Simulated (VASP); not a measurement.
# Nb (Pm-3m) in VASP: a series of runs

Runs on Nb. Level: PBE. Tasks: single point, relaxation of cell and atoms.

All numbers are computed with VASP 6.6.1; they aren't measurements. Logs are shortened: lines on timing, memory, paths and dates and some standing lists are left out, and cuts for length are marked.

## Step 1: The cell of the first run

It takes space group Pm-3m (No. 221, cubic). The conventional cell has a = 3.985 Å, b = 3.985 Å, c = 3.985 Å, α = 90.00°, β = 90.00°, γ = 90.00°. Nb (site symmetry 4/mmm) has 8 Nb at 2.82 Å as nearest neighbours.

The cell was built by a generator and needn't be a form met in nature.

## Step 2: Single point, PBE (random cell by space group and Wyckoff sites (Pm-3m, No. 221))

INCAR

```
ALGO = Fast
EDIFF = 1E-7
ENCUT = 520
GGA = PE
ISIF = 2
ISMEAR = 0
LASPH = True
LCHARG = True
LELF = True
LREAL = False
LVHAR = True
LWAVE = False
NBANDS = 26
NELM = 100
PREC = Accurate
SIGMA = 0.1
```

KPOINTS

```
k-points
0
Gamma
  12 12 12
```

POSCAR

```
Nb
1.0
    3.9852834399      0.0000000000      0.0000000000
    0.0000000000      3.9852834399      0.0000000000
    0.0000000000      0.0000000000      3.9852834399
Nb
3
Direct
    0.5000000000      0.0000000000      0.0000000000
    0.0000000000      0.5000000000      0.0000000000
    0.0000000000      0.0000000000      0.5000000000
```

Potentials or basis: VASP PAW PBE potentials, release 64 (Nb_sv).

Launch:

```
cat potpaw_PBE.64/Nb_sv/POTCAR > POTCAR
mpirun -np 1 vasp_std > vasp.out
```

OUTCAR:

```text
EDIFF = 1E-7
   ENCUT = 520
   GGA = PE
   ISIF = 2
   ISMEAR = 0
   LASPH = True
   LREAL = False
   NELM = 100
   PREC = Accurate

 ion  position               nearest neighbor table
   1  0.500  0.000  0.000-   2 2.82   3 2.82   3 2.82   2 2.82   2 2.82   3 2.82   3 2.82   2 2.82

   2  0.000  0.500  0.000-   1 2.82   3 2.82   3 2.82   1 2.82   3 2.82   3 2.82   1 2.82   1 2.82

   3  0.000  0.000  0.500-   1 2.82   2 2.82   1 2.82   2 2.82   2 2.82   2 2.82   1 2.82   1 2.82

  LATTYP: Found a simple cubic cell.
 ALAT       =     3.9852834399

  Lattice vectors:

 A1 = (   3.9852834399,   0.0000000000,   0.0000000000)
 A2 = (   0.0000000000,   3.9852834399,   0.0000000000)
 A3 = (   0.0000000000,   0.0000000000,   3.9852834399)

Analysis of symmetry for initial positions (statically):
=====================================================================
 Subroutine PRICEL returns:
 Original cell was already a primitive cell.

 Routine SETGRP: Setting up the symmetry group for a
 simple cubic supercell.

 Subroutine GETGRP returns: Found 48 space group operations
 (whereof 48 operations were pure point group operations)
 out of a pool of 48 trial point group operations.

The static configuration has the point symmetry O_h .

Analysis of symmetry for dynamics (positions and initial velocities):
=====================================================================
 Subroutine PRICEL returns:
 Original cell was already a primitive cell.

 Routine SETGRP: Setting up the symmetry group for a
 simple cubic supercell.

 Subroutine GETGRP returns: Found 48 space group operations
 (whereof 48 operations were pure point group operations)
 out of a pool of 48 trial point group operations.

The dynamic configuration has the point symmetry O_h .

 Subroutine INISYM returns: Found 48 space group operations
 (whereof 48 operations are pure point group operations),
 and found     1 'primitive' translations

----------------------------------------------------------------------------------------

                                     Primitive cell

  volume of cell :      63.2962

  direct lattice vectors                    reciprocal lattice vectors
     3.985283440  0.000000000  0.000000000     0.250923182  0.000000000  0.000000000
     0.000000000  3.985283440  0.000000000     0.000000000  0.250923182  0.000000000
     0.000000000  0.000000000  3.985283440     0.000000000  0.000000000  0.250923182

  length of vectors
     3.985283440  3.985283440  3.985283440     0.250923182  0.250923182  0.250923182

  position of ions in fractional coordinates (direct lattice)
     0.500000000  0.000000000  0.000000000
     0.000000000  0.500000000  0.000000000
     0.000000000  0.000000000  0.500000000

  ion indices of the primitive-cell ions
   primitive index   ion index
                 1           1
                 2           2
                 3           3

----------------------------------------------------------------------------------------

 KPOINTS: k-points

Automatic generation of k-mesh.
 Grid dimensions read from file:
 generate k-points for:   12   12   12

 Generating k-lattice:

  Cartesian coordinates                     Fractional coordinates (reciprocal lattice)
     0.020910265  0.000000000  0.000000000     0.083333333  0.000000000  0.000000000
     0.000000000  0.020910265  0.000000000     0.000000000  0.083333333  0.000000000
     0.000000000  0.000000000  0.020910265     0.000000000  0.000000000  0.083333333

  Length of vectors
     0.020910265  0.020910265  0.020910265

  Shift w.r.t. Gamma in fractional coordinates (k-lattice)
     0.000000000  0.000000000  0.000000000

 Subroutine IBZKPT returns following result:
 ===========================================

 Found     84 irreducible k-points:

 Following reciprocal coordinates:
            Coordinates               Weight
  0.000000  0.000000  0.000000      1.000000
  0.083333  0.000000  0.000000      6.000000
  0.166667  0.000000  0.000000      6.000000
  0.250000  0.000000  0.000000      6.000000
  0.333333  0.000000  0.000000      6.000000
  0.416667  0.000000  0.000000      6.000000
[... 16 lines left out ...]
  0.333333  0.333333  0.000000     12.000000
  0.416667  0.333333  0.000000     24.000000
 [... further k-points ...]
   k-points           NKPTS =     84   k-points in BZ     NKDIM =     84   number of bands    NBANDS=     26
   number of dos      NEDOS =    301   number of ions     NIONS =      3
   total plane-waves  NPLWV =  27000
   dimension x,y,z NGX =    30 NGY =   30 NGZ =   30
   dimension x,y,z NGXF=    60 NGYF=   60 NGZF=   60
   ions per type =               3
   NGX,Y,Z   is equivalent  to a cutoff of  12.51, 12.51, 12.51 a.u.
   NGXF,Y,Z  is equivalent  to a cutoff of  25.03, 25.03, 25.03 a.u.
 SYSTEM =  unknown system
   PREC   = accura    normal or accurate (medium, high low for compatibility)
   ISTART =      0    job   : 0-new  1-cont  2-samecut
   ICHARG =      2    charge: 1-file 2-atom 10-const
   ISPIN  =      1    spin polarized calculation?
   LNONCOLLINEAR =      F non collinear calculations
   LSORBIT =      F    spin-orbit coupling
   LASPH  =      T    aspherical Exc in radial PAW
   ENCUT  =  520.0 eV  38.22 Ry    6.18 a.u.   7.41  7.41  7.41*2*pi/ulx,y,z
   NELM   =    100;   NELMIN=  2; NELMDL= -5     # of ELM steps
   EDIFF  = 0.1E-06   stopping-criterion for ELM
   LREAL  =      F    real-space projection
   EDIFFG = 0.1E-05   stopping-criterion for IOM
   NSW    =      0    number of steps for IOM
   IBRION =     -1    ionic relax: 0-MD 1-quasi-New 2-CG
   NFREE  =      0    steps in history (QN), initial steepest desc. (CG)
   ISIF   =      2    stress and relaxation
   ISYM   =      2    0-nonsym 1-usesym 2-fastsym
   POTIM  = 0.5000    time-step for ionic-motion
   TEBEG  =    0.0;   TEEND  =   0.0 temperature during run
   PSTRESS=    0.0 pullay stress
   NELECT =      39.0000    total number of electrons
   NUPDOWN=      -1.0000    fix difference up-down
   EMIN   =  10.00;   EMAX   =-10.00  energy-range for DOS
   EFERMI =   0.00;   METHOD = LEGACY
   ISMEAR =     0;   SIGMA  =   0.10  broadening in eV -4-tet -1-fermi 0-gaus
   EFERMI_NEDOS =   21; number of points for ismear=-14 and -15
   IALGO  =     68    algorithm
   IMIX   =      4    mixing-type and parameters
     AMIX     =   0.40;   BMIX     =  1.00
     AMIX_MAG =   1.60;   BMIX_MAG =  1.00
  volume/ion in A,a.u.               =      21.10       142.38
  Fermi-wavevector in a.u.,A,eV,Ry     =   1.393062  2.632506 26.403766  1.940622
  Thomas-Fermi vector in A             =   2.516745
   LORBIT       =      0    0 simple, 1 ext, 2 COOP (PROOUT), +10 PAW based schemes
   GGA     = PE    functional components
   LHFCALC =     F    Hartree Fock is set to
   AEXX    =    0.0000 exact exchange contribution
   IVDW    =     0    specifies the selected vdW correction
   LEPSILON=     F    determine dielectric tensor
   LRPA    =     F    only Hartree local field effects (RPA)
 non-spin polarized calculation
 RMM-DIIS sequential band-by-band and
 Gauss-broadening in eV      SIGMA  =   0.10
  energy-cutoff  :      520.00
  volume of cell :       63.30
 maximum number of plane-waves:      1743
 NGX is ok and might be reduce to    30
   NGX = 15   NGY = 15   NGZ = 15

 number of electron      39.0000003 magnetization

 Free energy of the ion-electron system (eV)
  ---------------------------------------------------
  ext. energy  EPLUGINS =         0.00000000
  ---------------------------------------------------
  free energy    TOTEN  =       -27.77895987 eV

  energy without entropy =      -27.75484545  energy(sigma->0) =      -27.76690266

 E-fermi :   9.2394     XC(G=0): -11.4917

 val. band max:        9.2333146568   @ k =   0.3333   0.2500   0.0833
 cond. band min:       9.2397372650   @ k =   0.5000   0.5000   0.4167
 fundamental gap:      0.0064226082
 Fermi energy:         9.2394457281

 k-point     1 :       0.0000    0.0000    0.0000
  band No.  band energies     occupation
      1     -45.5133      2.00000
      2     -45.1425      2.00000
      3     -45.1425      2.00000
      4     -22.0772      2.00000
      5     -22.0772      2.00000
      6     -22.0772      2.00000
[... 18 lines left out ...]
     25      14.4399      0.00000
     26      14.4399      0.00000

 k-point     2 :       0.0833    0.0000    0.0000
  band No.  band energies     occupation
      1     -45.5078      2.00000
      2     -45.1481      2.00000
      3     -45.1424      2.00000
      4     -22.0652      2.00000
      5     -22.0652      2.00000
      6     -22.0585      2.00000
[... 18 lines left out ...]
     25      14.0537      0.00000
     26      14.1098      0.00000

 k-point     3 :       0.1667    0.0000    0.0000
  band No.  band energies     occupation
      1     -45.4917      2.00000
      2     -45.1646      2.00000
      3     -45.1421      2.00000
      4     -22.0308      2.00000
      5     -22.0308      2.00000
      6     -22.0032      2.00000
[... 18 lines left out ...]
     25      13.4216      0.00000
     26      13.4491      0.00000

 k-point     4 :       0.2500    0.0000    0.0000
  band No.  band energies     occupation
      1     -45.4667      2.00000
      2     -45.1902      2.00000
      3     -45.1418      2.00000
      4     -21.9788      2.00000
      5     -21.9788      2.00000
      6     -21.9135      2.00000
[... 18 lines left out ...]
     25      12.7127      0.00000
     26      12.7155      0.00000
[... 496 lines left out ...]
      1     -45.3542      2.00000
      2     -45.2662      2.00000
      3     -45.1775      2.00000
      4     -21.9632      2.00000
      5     -21.7739      2.00000
      6     -21.7198      2.00000
[... 18 lines left out ...]
     25      11.8661      0.00000
     26      12.9127      0.00000

 k-point    23 :       0.3333    0.3333    0.0000
  band No.  band energies     occupation
      1     -45.3708      2.00000
      2     -45.2349      2.00000
      3     -45.1920      2.00000
      4     -22.0371      2.00000
      5     -21.7332      2.00000
      6     -21.7292      2.00000
[... 18 lines left out ...]
     25      12.1467      0.00000
     26      12.4672      0.00000

 k-point    24 :       0.4167    0.3333    0.0000
  band No.  band energies     occupation
      1     -45.3434      2.00000
      2     -45.2529      2.00000
      3     -45.2010      2.00000
      4     -22.0220      2.00000
      5     -21.8179      2.00000
      6     -21.6631      2.00000
[... 18 lines left out ...]
     25      11.6584      0.00000
     26      12.5566      0.00000

 [... further k-points ...]

------------------------ aborting loop because EDIFF is reached ----------------------------------------

  FORCE on cell =-STRESS in cart. coord.  units (eV):
  Direction    XX          YY          ZZ          XY          YZ          ZX
  --------------------------------------------------------------------------------------
  -------------------------------------------------------------------------------------
  Total       -0.0970614     -0.0970614     -0.0970614      0.0000000      0.0000000     -0.0000000
  in kB       -2.4568537     -2.4568537     -2.4568537      0.0000000      0.0000000     -0.0000000
  external PRESSURE =      -2.4568537 kB  Pullay stress =       0.0000000 kB

 VOLUME and BASIS-vectors are now :
 -----------------------------------------------------------------------------
  energy-cutoff  :      520.00
  volume of cell :       63.30
      direct lattice vectors                 reciprocal lattice vectors
     3.985283440  0.000000000  0.000000000     0.250923182  0.000000000  0.000000000
     0.000000000  3.985283440  0.000000000     0.000000000  0.250923182  0.000000000
     0.000000000  0.000000000  3.985283440     0.000000000  0.000000000  0.250923182

 POSITION                                       TOTAL-FORCE (eV/Angst)
 -----------------------------------------------------------------------------------
      1.99264      0.00000      0.00000         0.000000      0.000000      0.000000
      0.00000      1.99264      0.00000         0.000000      0.000000      0.000000
      0.00000      0.00000      1.99264         0.000000      0.000000      0.000000
 -----------------------------------------------------------------------------------
    total drift:                               -0.000000      0.000000      0.000000

  FREE ENERGIE OF THE ION-ELECTRON SYSTEM (eV)
  ---------------------------------------------------
  free  energy   TOTEN  =       -27.7789598671 eV

  energy  without entropy=      -27.7548454477  energy(sigma->0) =      -27.76690266
```

Run time: 2.6 min. Hardware: 1 thread of AMD EPYC 9R45 (Zen 5), shared host; peak memory 0.2 GiB.

Results:

| Quantity | Value |
| --- | --- |
| Free energy | -27.7790 eV |
| Pressure | -0.2 GPa |
| Band gap on the k mesh | none (metal or under the smearing width) |

(Part 1 of 2 ends here.)
